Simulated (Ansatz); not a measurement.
# MnO (R-3m): equation of state

One table from this session's results is given with a row withheld; the runs are named, their logs left out.

Computed with Ansatz 0.2.0 (DFT r²SCAN, scalar-relativistic, plane waves, PAW, unless a step's input says otherwise).

## The starting structure

Symmetry: R-3m, No. 166, trigonal system. Conventional cell: a = 3.151 Å, b = 3.151 Å, c = 7.495 Å, α = 90.00°, β = 90.00°, γ = 120.00°. Around Mn (site symmetry -3m) lie 6 O at 2.21 Å. Around O (site symmetry -3m) lie 6 Mn at 2.21 Å.

As a file:

```cif
data_structure
_symmetry_space_group_name_H-M 'P 1'
_symmetry_Int_Tables_number 1
_cell_length_a 5.3175
_cell_length_b 5.3175
_cell_length_c 5.3175
_cell_angle_alpha 34.470
_cell_angle_beta 34.470
_cell_angle_gamma 34.470
_cell_volume 42.96
loop_
_atom_site_label
_atom_site_type_symbol
_atom_site_fract_x
_atom_site_fract_y
_atom_site_fract_z
_atom_site_occupancy
Mn1 Mn 0.00000 0.00000 0.00000 1
O1 O 0.25000 0.25000 0.25000 1
Mn2 Mn 0.50000 0.50000 0.50000 1
O2 O 0.75000 0.75000 0.75000 1
```

This cell comes from an earlier session at r²SCAN: 10.741 Å³/atom at -0.01 GPa, on a 8×8×8 mesh. The large moments point both ways and cancel.

Volume factors to run: 0.980, 1.020, 0.960, 1.040.

The first run:

input.yaml reads:

```yaml
crystal:
  lattice:
    - [-2.127692539, -2.127692539, 4.3408454372]
    - [-4.3408454372, -2.127692539, 2.127692539]
    - [-2.127692539, -4.3408454372, 2.127692539]
  atoms:
    - { symbol: Mn, position: [0.0, 0.0, 0.0], spin: 4.59 }
    - { symbol: O, position: [1.2500000002, -0.7499999998, -0.7499999998] }
    - { symbol: Mn, position: [0.5, 0.5, 0.5], spin: -4.59 }
    - { symbol: O, position: [1.7499999998, -0.2500000002, -0.2500000002] }
basis:
  ecutwfc: 500
  ecutrho_ratio: 4
kpoints:
  mp_grid: { grid: [8, 8, 8] }
hamiltonian:
  xc: r2scan
scf:
  occupations: { method: gaussian, width: 0.05 }
output:
  forces: true
  stress: true
  eigenvalues: true
  populations: true
magnetization:
  spin_polarized: true
relax:
  f_tol: 0.01
  max_steps: 40
  cell: { stress_tol: 0.1, fix: [volume] }
```

On the command line:

```sh
ansatz run input.yaml --threads 2 --pin off --max-ram 5120MiB --backend cpu --events-out ev --progress --plain --runs-dir out
```

Steps of the session up to this table: Volume × 0.980; Volume × 1.020; Scaling the volume by 0.960; At 1.040 of the relaxed volume.

One table of the session follows, with a row left open; its other results are not shown here.

It belongs to the step «Energy and pressure against volume». 

```
volume (Å³/atom)  energy (meV/atom)  pressure (GPa)  gap (eV)  moment of atom 1 (μB)
          10.311               9.36            7.24      1.83                   4.13
          10.526                  ?               ?         ?                      ?
          10.741               0.00           -0.01      1.70                   4.17
          10.956               2.13           -3.10      1.64                   4.19
          11.171               8.20           -5.90      1.58                   4.21
```

**Question.** Estimate the row for volume (Å³/atom) = 10.526.

Worked estimate for «energy (meV/atom)». A straight line through the neighbours (10.311, 9.36) and (10.741, 0.00) gives 9.36 + (0.00 − 9.36) × (10.526 − 10.311) / (10.741 − 10.311) = 4.68; a parabola fitted to 3 rows on both sides gives 2.41.

As computed: energy (meV/atom): 2.25; pressure (GPa): 3.43; gap (eV): 1.76; moment of atom 1 (μB): 4.15. In «energy (meV/atom)» the line misses by +2.43 and the parabola by +0.16.

To keep in mind: Warnings in the runs' records: anti translation declined, stability check not made.
